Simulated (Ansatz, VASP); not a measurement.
Two plane-wave programs on Zn4H

File INCAR:

```
SYSTEM = Zn4H
ALGO = Normal
EDIFF = 1E-7
EDIFFG = -0.04
ENCUT = 600
GGA = PE
IBRION = 2
ISIF = 3
ISMEAR = 0
LASPH = .TRUE.
LCHARG = .FALSE.
LREAL = .FALSE.
LWAVE = .FALSE.
NELM = 100
NSW = 90
PREC = Accurate
SIGMA = 0.1
```

KPOINTS

```
k-points
0
G
  4 4 4
  0 0 0
```

Contents of POSCAR:

```
Zn4H
1.0
    4.8992991300      0.0000000000      0.0000000000
    0.0000000000      4.8992991300      0.0000000000
    0.0000000000      0.0000000000      4.8992991300
Zn H
4 1
Direct
    0.2500000000      0.2500000000      0.2500000000
    0.7500000000      0.7500000000      0.2500000000
    0.7500000000      0.2500000000      0.7500000000
    0.2500000000      0.7500000000      0.7500000000
    0.0000000000      0.0000000000      0.0000000000
```

Input for Ansatz:

```yaml
crystal:
  lattice:
    - [4.89929913, 0.0, 0.0]
    - [0.0, 4.89929913, 0.0]
    - [0.0, 0.0, 4.89929913]
  atoms:
    - { symbol: Zn, position: [0.25, 0.25, 0.25] }
    - { symbol: Zn, position: [0.75, 0.75, 0.25] }
    - { symbol: Zn, position: [0.75, 0.25, 0.75] }
    - { symbol: Zn, position: [0.25, 0.75, 0.75] }
    - { symbol: H, position: [0.0, 0.0, 0.0] }
basis:
  ecutwfc: 420
kpoints:
  mp_grid: { grid: [4, 4, 4] }
hamiltonian:
  xc: pbe
scf:
  occupations: { method: gaussian, width: 0.1 }
  lower_state_search: "off"
output:
  forces: true
  stress: true
  eigenvalues: true
relax:
  adjacent_minimum: "off"
  f_tol: 0.04
  max_steps: 70
  cell: { stress_tol: 0.4 }
```

Change from the starting cell: ordered vacancies on the anion sites of cuprite (P-43m, No. 215).

Alike in both runs: task relaxation of cell and atoms; functional PBE; k mesh 4 × 4 × 4; occupations gaussian, width 0.1 eV; no spin polarisation.

|  | VASP | Ansatz |
| --- | --- | --- |
| version | VASP 6.6.1 | Ansatz 0.2.0 |
| potentials or method | VASP PAW PBE potentials, release 64 (Zn, H) | scalar-relativistic, plane waves, PAW |
| plane-wave cutoff (eV) | 600 | 420 |
| valence electrons in the cell | 49 | 49 |

VASP gave:

| Property | Result |
| --- | --- |
| gap on the k mesh at the Fermi level, each at its own relaxed structure (eV) | none |
| relaxed volume (Å³/atom) | 13.21 |
| relaxed cell length with the largest relative difference (Å) | 4.042 |
| energy change over the relaxation (meV/atom) | -500 |

What did Ansatz give for the same quantities?

gap on the k mesh at the Fermi level, each at its own relaxed structure (eV): none; relaxed volume (Å³/atom): 13.20; relaxed cell length with the largest relative difference (Å): 4.041; energy change over the relaxation (meV/atom): -505.

A gap of «none» marks a metal or a gap that the smearing closes.

Caveats: the volume moved by over 15 % at a fixed basis, so the end points are rough (VASP).
